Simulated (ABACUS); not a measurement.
Here is an ABACUS 3.10.1 calculation.

run_abacus.py

```python
"""ABACUS run from a structure file: ASE reads it, the script writes STRU, KPT and INPUT."""
import re
import subprocess
from ase.io import read
from ase.units import Bohr

atoms = read("NaI.xyz")
atoms = atoms[(-atoms.numbers).argsort(kind="stable")]  # ABACUS lists atoms element by element
pseudo = {'I': '53_I_7_2.3_2.5_pbe_n_v1.0.upf', 'Na': '11_Na_9_1.8_2.2_pbe_v1.0.upf'}
orbital = {}
magmoms = None
kmesh = [6, 6, 6]
params = {
    'suffix': 'NaI',
    'calculation': 'scf',
    'basis_type': 'pw',
    'pseudo_dir': './',
    'symmetry': 1,
    'dft_functional': 'GGA_X_B86_MGC+GGA_C_PBE',
    'ecutwfc': 89,
    'pseudo_rcut': 10,
    'nspin': 1,
    'nbands': 18,
    'ks_solver': 'dav',
    'smearing_method': 'fd',
    'smearing_sigma': 0.00367493,
    'scf_thr': 1e-08,
    'scf_nmax': 100,
    'mixing_type': 'broyden',
    'mixing_beta': 0.7,
    'cal_force': 1,
    'cal_stress': 1,
    'out_chg': 1,
    'out_pot': 2,
    'out_elf': 1,
}

symbols = atoms.get_chemical_symbols()
elements = list(dict.fromkeys(symbols))
lines = ["ATOMIC_SPECIES"] + [f"{e} {atoms.get_masses()[symbols.index(e)]:.4f} {pseudo[e]}" for e in elements]
if orbital:
    lines += ["", "NUMERICAL_ORBITAL"] + [orbital[e] for e in elements]
lines += ["", "LATTICE_CONSTANT", f"{1 / Bohr:.10f}", "", "LATTICE_VECTORS"]
lines += [" ".join(f"{x:.10f}" for x in v) for v in atoms.cell]
lines += ["", "ATOMIC_POSITIONS", "Direct"]
for e in elements:
    lines += ["", e, "0.0", str(symbols.count(e))]
    for i, p in enumerate(atoms.get_scaled_positions(wrap=False)):
        if symbols[i] == e:
            mag = "" if magmoms is None else " mag " + " ".join(str(x) for x in (magmoms[i] if isinstance(magmoms[i], list) else [magmoms[i]]))
            lines.append(" ".join(f"{x:.10f}" for x in p) + " 1 1 1" + mag)
open("STRU", "w").write("\n".join(lines) + "\n")
open("KPT", "w").write("K_POINTS\n0\nGamma\n%d %d %d 0 0 0\n" % tuple(kmesh))
open("INPUT", "w").write("INPUT_PARAMETERS\n" + "".join(f"{k:<20s}{v}\n" for k, v in params.items()))

done = subprocess.run(['mpirun', '-np', '4', 'abacus'])
if done.returncode:
    raise SystemExit(done.returncode)
log = open("OUT.NaI/running_scf.log").read()
print("final energy (eV):", re.findall(r"FINAL_ETOT_IS (\S+)", log))
```

File NaI.xyz:

```xyz
2
Lattice="0.0000000000 3.2364000000 3.2364000000 3.2364000000 0.0000000000 3.2364000000 3.2364000000 3.2364000000 0.0000000000" Properties=species:S:1:pos:R:3 pbc="T T T"
I      3.2364000000      3.2364000000      3.2364000000
Na     0.0000000000      0.0000000000      0.0000000000
```

Potentials or basis: SPMS ONCV 1.0 PBE, plane waves.

Command:

```bash
$ OMP_NUM_THREADS=1 python run_abacus.py > log
```

(1) Estimate the pressure.

(2) Predict the band gap on the k mesh.

Answers

(1) 0.7 GPa.

(2) 3.67 eV, direct.

Caveat: the potentials were made for another functional, which shifts forces and pressure; spin-orbit coupling is left out, which moves the levels of the heavy elements.
